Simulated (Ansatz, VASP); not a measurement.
# One calculation of Rb, two programs

The input INCAR:

```
ALGO     = Normal         # electronic algorithm
EDIFF    = 1E-6           # SCF threshold, eV
ENCUT    = 520            # plane-wave cutoff, eV
GGA      = PE             # functional
ISIF     = 2              # what is computed and relaxed
ISMEAR   = -1             # smearing method
LASPH    = True           # aspherical terms in the spheres
LCHARG   = False          # write CHGCAR
LREAL    = False          # projectors in reciprocal space
LWAVE    = False          # write WAVECAR
NBANDS   = 10             # bands
NELM     = 60             # most SCF steps
PREC     = Accurate       # precision mode
SIGMA    = 0.05           # smearing width, eV
```

The input KPOINTS:

```
k-points
0
Gamma
  7 7 7
```

File POSCAR:

```
Rb
1.0
   -2.9933914762      2.9933914762      2.7667814902
    2.9933914762     -2.9933914762      2.7667814902
    2.9933914762      2.9933914762     -2.7667814902
Rb
1
Direct
    0.0000000000      0.0000000000      0.0000000000
```

Contents of input.yaml:

```yaml
crystal:
  lattice:
    - [-2.9933914762, 2.9933914762, 2.7667814902]
    - [2.9933914762, -2.9933914762, 2.7667814902]
    - [2.9933914762, 2.9933914762, -2.7667814902]
  atoms:
    - { symbol: Rb, position: [0.0, 0.0, 0.0] }
kpoints:
  mp_grid: { grid: [7, 7, 7] }
scf:
  occupations: { method: fermi_dirac, width: 0.05 }
hamiltonian:
  xc: pbe
  pseudopotentials: { kind: all_electron, lapw: { basis_error: 0.0005 } }
output:
  forces: true
  stress: true
  eigenvalues: true
```

Change from the starting cell: volume scaled by 1.04.

Alike in both runs: task single point; functional PBE; k mesh 7 × 7 × 7; occupations fermi-dirac, width 0.05 eV; no spin polarisation.

|  | VASP | Ansatz |
| --- | --- | --- |
| version | VASP 6.6.1 | Ansatz 0.2.0 |
| potentials or method | VASP PAW PBE potentials, release 64 (Rb_sv) | all-electron LAPW, scalar-relativistic |
| plane-wave cutoff (eV) | 520 | see its input |

```tsv
	VASP	Ansatz	Ansatz less VASP
gap on the k mesh at the Fermi level (eV)	none	none	-
pressure (GPa)	-0.2	-0.2	0.00
```

A gap of «none» marks a metal or a gap that the smearing closes. Ansatz ran all-electron here, so the differences hold the error of VASP's frozen core and of both bases.
